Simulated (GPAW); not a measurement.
Runs of GPAW 26.7.0 on SrO. The structure is cubic, space group Fm-3m (No. 225). Conventional cell: a = 5.133 Å, b = 5.133 Å, c = 5.133 Å, α = 90.00°, β = 90.00°, γ = 90.00°. Sr (site symmetry m-3m) has 6 O at 2.57 Å as nearest neighbours. Around O (site symmetry m-3m) lie 6 Sr at 2.57 Å. 

| task | level | potentials or basis | cell | k mesh | cutoff (eV) | maxiter | band path | band points | optimizer | fmax | gap on the mesh (eV) | pressure (GPa) |
| --- | --- | --- | --- | --- | --- | --- | --- | --- | --- | --- | --- | --- |
| band structure | GLLB-SC | the program's PAW data sets (release 1.2.1) made for this functional, pw | as given | 7 × 7 × 7 | 800 | 150 | GXWKGLUWLK,UX | 60 | - | - | (c) | - |
| band structure | PBE | GPAW PAW data sets (gpaw-data 1.2.1), pw | as given | 9 × 9 × 9 | 800 | 150 | GXWKGLUWLK,UX | 100 | - | - | 3.42 | 3.8 |
| relaxation of cell and atoms | PBEsol+D3(BJ) | PAW data sets generated in the run's folder for this functional, pw | relaxed | 9 × 9 × 9 | 800 | 150 | - | - | FIRE | 0.05 eV/Å | 3.29 | 0.5 |
| Wannier functions | r2SCAN | GPAW PAW data sets (gpaw-data 1.2.1), pw | as given | 9 × 9 × 9 | 800 | 150 | - | - | - | - | (a) | 2.1 |
| single point | LDA | the program's PAW data sets (release 1.2.1) made for this functional, pw | as given | 7 × 7 × 7 | 650 | 80 | - | - | - | - | (b) | -4.5 |

Alike in all rows: no spin polarisation; smearing fermi-dirac 0.05 eV.

Fill in the values left out.

(a) 3.89; (b) 3.30; (c) 6.95.

Caveats: an odd mesh through Γ misses points on the zone boundary, where band edges often lie (some runs); the GLLB-SC gap is the Kohn-Sham gap of the path plus the derivative discontinuity (some runs); a model potential gives levels but no total energy (some runs); later steps reuse the first step's grids (some runs); the PAW data sets were made with another functional, which shifts forces and pressure a little (some runs); the cutoff is short for stress and forces, so pressures can be off by a GPa or more (some runs).

A k mesh can miss the band edges, and the runs leave out spin-orbit coupling on Sr.

Not every run made on this cell is shown here.
